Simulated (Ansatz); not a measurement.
# AlGa: the cost of one run

Computed with Ansatz 0.2.0 (DFT PBE, scalar-relativistic, plane waves, PAW, unless a step's input says otherwise).

## 1. The structure to begin with

The structure is hexagonal, space group P6_3/mmc (No. 194). Conventional cell: a = 4.133 Å, b = 4.133 Å, c = 5.333 Å, α = 90.00°, β = 90.00°, γ = 120.00°. Al (site symmetry -3m) has 2 Al at 2.67 Å and 6 Ga at 2.73 Å as nearest neighbours. Ga (site symmetry -6m2) has 6 Al at 2.73 Å as nearest neighbours.

Coordinates:

```cif
data_structure
_symmetry_space_group_name_H-M 'P 1'
_symmetry_Int_Tables_number 1
_cell_length_a 4.1332
_cell_length_b 4.1332
_cell_length_c 5.3333
_cell_angle_alpha 90.000
_cell_angle_beta 90.000
_cell_angle_gamma 120.000
_cell_volume 78.91
loop_
_atom_site_label
_atom_site_type_symbol
_atom_site_fract_x
_atom_site_fract_y
_atom_site_fract_z
_atom_site_occupancy
Al1 Al 0.00000 0.00000 0.00000 1
Al2 Al 0.00000 0.00000 0.50000 1
Ga1 Ga 0.33333 0.66667 0.25000 1
Ga2 Ga 0.66667 0.33333 0.75000 1
```

The start is the relaxed end of an invented cell (made as: species swapped into a database cell of CoSb (P6_3/mmc, No. 194)), taken up again for a closer look.

## 2. The guess as it stands, on a coarse mesh

Contents of input.yaml:

```yaml
crystal:
  lattice:
    - [4.133238, 0.0, 0.0]
    - [-2.066619, 3.5794891, 0.0]
    - [0.0, 0.0, 5.3332661]
  atoms:
    - { symbol: Al, position: [0.0, 0.0, 0.0] }
    - { symbol: Al, position: [0.0, 0.0, 0.5] }
    - { symbol: Ga, position: [0.3333333, 0.6666667, 0.25] }
    - { symbol: Ga, position: [0.6666667, 0.3333333, 0.75] }
basis:
  ecutwfc: 420
kpoints:
  mp_grid: { grid: [6, 6, 4] }
hamiltonian:
  xc: pbe
scf:
  occupations: { method: gaussian, width: 0.1 }
  lower_state_search: "off"
output:
  forces: true
  stress: true
  eigenvalues: true
```

The run is started by

```bash
$ ansatz run input.yaml --threads 1 --pin off --max-ram 3072MiB --backend cpu --events-out ev --progress --plain --runs-dir out
```

What time and memory should one allow on 1 thread of Intel Xeon Platinum 8488C (Sapphire Rapids), shared host?

About 1.5 s, with a peak of 0.39 GiB.
